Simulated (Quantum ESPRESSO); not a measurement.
# MnS (Rambergite): parallel and opposed starts

A self-consistent run ends on one state, which hangs on the start. Several orders of MnS (Rambergite) are started in Quantum ESPRESSO and their energies compared.

Main program and level: Quantum ESPRESSO 7.5; PBE; plane waves with GBRV 1.5 PBE potentials, no spin-orbit coupling.

The database entry behind the starting cell differs from later determinations by our own check (about 0.3 % short against later determinations), so it need not match the best structure at ambient conditions.

### Step 1. Set-up

Symmetry: P6_3mc, No. 186, hexagonal system. Conventional cell: a = 3.976 Å, b = 3.976 Å, c = 6.432 Å, α = 90.00°, β = 90.00°, γ = 120.00°. Nearest to Mn lie 4 S at 2.41 to 2.48 Å. Nearest to S lie 4 Mn at 2.41 to 2.48 Å. Farther neighbours and most contacts between anions are not listed.

The cell comes from the Crystallography Open Database.

### Step 2. Run 1 (ferro ++)

The signs are those of the starting moments on the seeded atoms, the atoms that are given a moment.

pw.in

```
&CONTROL
  calculation = 'scf'
  prefix = 'pwscf'
  outdir = './tmp'
  pseudo_dir = './pseudo'
  disk_io = 'nowf'
/
&SYSTEM
  ibrav = 0
  nat = 4
  ntyp = 2
  ecutwfc = 40
  ecutrho = 280
  nbnd = 34
  occupations = 'smearing'
  smearing = 'fd'
  degauss = 0.00367493
  nspin = 2
  starting_magnetization(1) = 0.3
  starting_magnetization(2) = 0
/
&ELECTRONS
  conv_thr = 8d-09
  electron_maxstep = 150
  mixing_beta = 0.3
/
ATOMIC_SPECIES
Mn     54.9380 mn_pbe_v1.5.uspp.F.UPF
S      32.0600 s_pbe_v1.4.uspp.F.UPF
CELL_PARAMETERS bohr
   7.5135510715    0.0000000000    0.0000000000
  -3.7567755358    6.5069261005    0.0000000000
   0.0000000000    0.0000000000   12.1547184336
ATOMIC_POSITIONS crystal
Mn      0.3333333333    0.6666666667    0.0000000000
Mn      0.6666666667    0.3333333333    0.5000000000
S       0.3333333333    0.6666666667    0.3850000000
S       0.6666666667    0.3333333333    0.8850000000
K_POINTS automatic
6 6 6 0 0 0
```

The run is started by

```console
> OMP_NUM_THREADS=1 mpirun -n 2 pw.x -nk 2 -in pw.in > pw.out
```

Log:

```text
Program PWSCF v.7.5 starts

     Message from routine setup:
     using ibrav=0 with symmetry is DISCOURAGED, use correct ibrav instead

     K-points division:     npool     =       2
     Subspace diagonalization in iterative solution of the eigenvalue problem:

     G-vector sticks info
     --------------------
     sticks:   dense  smooth     PW     G-vecs:    dense   smooth      PW
     Sum        1075     625    187                46931    20269    3393

     Using Slab Decomposition

     bravais-lattice index     =            0
     lattice parameter (alat)  =       7.5136  a.u.
     unit-cell volume          =     594.2457 (a.u.)^3
     number of atoms/cell      =            4
     number of atomic types    =            2
     number of electrons       =        42.00
     number of Kohn-Sham states=           34
     kinetic-energy cutoff     =      40.0000  Ry
     charge density cutoff     =     280.0000  Ry
     scf convergence threshold =      8.0E-09
     mixing beta               =       0.3000
     number of iterations used =            8  plain     mixing
     Exchange-correlation=  SLA  PW   PBX  PBC
                           (   1   4   3   4   0   0   0)

     celldm(1)=   7.513551  celldm(2)=   0.000000  celldm(3)=   0.000000
     celldm(4)=   0.000000  celldm(5)=   0.000000  celldm(6)=   0.000000

     crystal axes: (cart. coord. in units of alat)
               a(1) = (   1.000000   0.000000   0.000000 )
               a(2) = (  -0.500000   0.866025   0.000000 )
               a(3) = (   0.000000   0.000000   1.617706 )

     reciprocal axes: (cart. coord. in units 2 pi/alat)
               b(1) = (  1.000000  0.577350 -0.000000 )
               b(2) = (  0.000000  1.154701  0.000000 )
               b(3) = (  0.000000 -0.000000  0.618159 )

     PseudoPot. # 1 for Mn read from file:
     mn_pbe_v1.5.uspp.F.UPF
     Pseudo is Ultrasoft + core correction, Zval = 15.0
     Generated by new atomic code, or converted to UPF format
     Using radial grid of  859 points,  6 beta functions with:
                l(1) =   0
                l(2) =   0
                l(3) =   1
                l(4) =   1
                l(5) =   2
                l(6) =   2
     Q(r) pseudized with  8 coefficients,  rinner =    0.950   0.950   0.950
                                                       0.950   0.950

     PseudoPot. # 2 for S  read from file:
     s_pbe_v1.4.uspp.F.UPF
     Pseudo is Ultrasoft + core correction, Zval =  6.0
     Generated by new atomic code, or converted to UPF format
     Using radial grid of  907 points,  6 beta functions with:
                l(1) =   0
                l(2) =   0
                l(3) =   1
                l(4) =   1
                l(5) =   2
                l(6) =   2
     Q(r) pseudized with  8 coefficients,  rinner =    1.300   1.300   1.300
                                                       1.300   1.300

     atomic species   valence    mass     pseudopotential
     Mn               15.00    54.93800     Mn( 1.00)
     S                 6.00    32.06000     S ( 1.00)

     Starting magnetic structure
     atomic species   magnetization
     Mn              0.300
     S               0.000

     12 Sym. Ops. (no inversion) found ( 6 have fractional translation)

   Cartesian axes

     site n.     atom                  positions (alat units)
         1        Mn     tau(   1) = (  -0.0000000   0.5773503   0.0000000  )
         2        Mn     tau(   2) = (   0.5000000   0.2886751   0.8088531  )
         3        S      tau(   3) = (  -0.0000000   0.5773503   0.6228169  )
         4        S      tau(   4) = (   0.5000000   0.2886751   1.4316700  )

     number of k points=    28  Fermi-Dirac smearing, width (Ry)=  0.0037
                       cart. coord. in units 2pi/alat
        k(    1) = (   0.0000000   0.0000000   0.0000000), wk =   0.0046296
        k(    2) = (   0.0000000   0.0000000   0.1030265), wk =   0.0092593
        k(    3) = (   0.0000000   0.0000000   0.2060531), wk =   0.0092593
        k(    4) = (   0.0000000   0.0000000  -0.3090796), wk =   0.0046296
        k(    5) = (   0.0000000   0.1924501   0.0000000), wk =   0.0277778
        [... 23 further k-points ...]

     Dense  grid:    46931 G-vectors     FFT dimensions: (  45,  45,  72)

     Smooth grid:    20269 G-vectors     FFT dimensions: (  32,  32,  50)

     Check: negative core charge=   -0.000033
     Generating pointlists ...
     new r_m :   0.2502 (alat units)  1.8800 (a.u.) for type    1
     new r_m :   0.2502 (alat units)  1.8800 (a.u.) for type    2

     Initial potential from superposition of free atoms

     starting charge      40.9998, renormalised to      42.0000
     Starting wfcs are   34 randomized atomic wfcs

     Self-consistent Calculation

     iteration #  1     ecut=    40.00 Ry     beta= 0.30
     Davidson diagonalization with overlap
     ethr =  1.00E-02,  avg # of iterations =  4.4

     total energy              =    -470.44678445 Ry
     estimated scf accuracy    <       1.29125056 Ry

     total magnetization       =     9.51 Bohr mag/cell
     absolute magnetization    =     9.51 Bohr mag/cell

     iteration #  2     ecut=    40.00 Ry     beta= 0.30
     Davidson diagonalization with overlap
     ethr =  3.07E-03,  avg # of iterations =  2.1

     total energy              =    -470.74256393 Ry
     estimated scf accuracy    <       0.05289885 Ry

     total magnetization       =     9.75 Bohr mag/cell
     absolute magnetization    =     9.75 Bohr mag/cell

     iteration #  3     ecut=    40.00 Ry     beta= 0.30
     Davidson diagonalization with overlap
     ethr =  1.26E-04,  avg # of iterations =  4.1

     negative rho (up, down):  0.000E+00 6.799E-04

     total energy              =    -470.75902672 Ry
     estimated scf accuracy    <       0.01970293 Ry

     total magnetization       =     9.85 Bohr mag/cell
     absolute magnetization    =     9.85 Bohr mag/cell

     [... further iterations left out ...]

     iteration #  8     ecut=    40.00 Ry     beta= 0.30
     Davidson diagonalization with overlap
     ethr =  3.21E-08,  avg # of iterations =  2.0

     negative rho (up, down):  0.000E+00 8.755E-04

     total energy              =    -470.76159121 Ry
     estimated scf accuracy    <       0.00000093 Ry

     total magnetization       =     9.93 Bohr mag/cell
     absolute magnetization    =     9.93 Bohr mag/cell

     iteration #  9     ecut=    40.00 Ry     beta= 0.30
     Davidson diagonalization with overlap
     ethr =  2.23E-09,  avg # of iterations =  2.5

     negative rho (up, down):  0.000E+00 8.745E-04

     total energy              =    -470.76159166 Ry
     estimated scf accuracy    <       0.00000010 Ry

     total magnetization       =     9.93 Bohr mag/cell
     absolute magnetization    =     9.93 Bohr mag/cell

     iteration # 10     ecut=    40.00 Ry     beta= 0.30
     Davidson diagonalization with overlap
     ethr =  2.26E-10,  avg # of iterations =  2.6

     negative rho (up, down):  0.000E+00 8.744E-04

     total energy              =    -470.76159173 Ry
     estimated scf accuracy    <          8.4E-09 Ry

     total magnetization       =     9.93 Bohr mag/cell
     absolute magnetization    =     9.93 Bohr mag/cell

     iteration # 11     ecut=    40.00 Ry     beta= 0.30
     Davidson diagonalization with overlap
     ethr =  1.99E-11,  avg # of iterations =  3.1

     negative rho (up, down):  0.000E+00 8.741E-04

     Magnetic moment per site  (integrated on atomic sphere of radius R)
     atom   1 (R=0.250)  charge= 12.9163  magn=  4.1788
     atom   2 (R=0.250)  charge= 12.9163  magn=  4.1788
     atom   3 (R=0.250)  charge=  4.1831  magn=  0.1320
     atom   4 (R=0.250)  charge=  4.1831  magn=  0.1320

     End of self-consistent calculation

     [... lines left out ...]
     the Fermi energy is     7.5129 ev

!    total energy              =    -470.76159178 Ry
     estimated scf accuracy    <          5.9E-09 Ry
     smearing contrib. (-TS)   =      -0.00052351 Ry
     internal energy E=F+TS    =    -470.76106827 Ry

     The total energy is F=E-TS. E is the sum of the following terms:
     one-electron contribution =    -317.00795107 Ry
     hartree contribution      =     169.50148483 Ry
     xc contribution           =     -70.38044445 Ry
     ewald contribution        =    -252.87415758 Ry

     total magnetization       =     9.93 Bohr mag/cell
     absolute magnetization    =     9.93 Bohr mag/cell

     convergence has been achieved in  11 iterations

=------------------------------------------------------------------------------=
   JOB DONE.
=------------------------------------------------------------------------------=
```

It took 76 s on 2 MPI ranks of Arm Neoverse N1, shared host; peak memory 0.37 GiB; 2.5 min of CPU time.

Spin moment in the atom's sphere by atom:

| atom | spin moment in the atom's sphere (μB) |
| --- | --- |
| Mn1 | 4.18 |
| Mn2 | 4.18 |
| S3 | 0.13 |
| S4 | 0.13 |

Numbers from this step:

- smearing term TS: 0.007123 eV
- magnetization: 9.932 μB
- absolute magnetization: 9.932 μB
- final state: ferromagnetic

Spin density in the ac plane at fractional y = 0.333, with atoms of Mn and S within 0.2 Å of it.

Ten even steps from '0' (0.0 e/Å³) to '9' (6.6 e/Å³), each cell a mean:
```
00000000000000
00000000000000
00000000000000
00000000000000
00000000000000
00000000000000
00000000000000
00000000000000
00000000111000
00000001464100
00000002797200
00000001585100
00000000222000
00000000000000
00000000000000
00000000000000
00000000000000
00000000000000
00000000000000
00000000000000
00000000000000
00000000000000
```
Columns run along a (4.0 Å), rows up along c (6.4 Å). Atoms in or near the plane, at fractional coordinates: Mn at (0.67, 0.50), S at (0.67, 0.88).

Valence density in the ac plane at fractional y = 0.333, with atoms of Mn and S within 0.2 Å of it. It is the smooth field of the valence electrons, not physical close to the nuclei.

Ten steps, logarithmic in the rise over the least value, from '0' (0 e/Å³) to '9' (17 e/Å³), each cell a mean:
```
11111234434432
11011234333432
10001234343432
10001234334432
00000123444321
00000012333210
00000011222110
00000011232110
00000013565310
00000126898621
11111137999731
11111136999631
12211124787421
11211112343211
11111101111101
11111000000000
00000000000000
00000000000000
00000000000000
00000000111000
00100111222111
11111123333321
```
Columns run along a (4.0 Å), rows up along c (6.4 Å). Atoms in or near the plane, at fractional coordinates: Mn at (0.67, 0.50), S at (0.67, 0.88).

(Continued in part 2 of 3.)

[Logs and program files are shortened in this print: banners, set-up blocks, solver, clock and traceback lines can be left out without a mark of their own.]

[Logs are printed without paths, hosts, clocks, repeated set-up lines and the standing remarks that a program may print on its own settings, such as how far it seeks lower states.]

[Hosts, paths, dates, database ids (printed as entryN), source tags and the programs' standing remarks are cut or masked in the printed files.]

[Where a cell is said to come from a database of computed structures, the database is the Materials Project.]
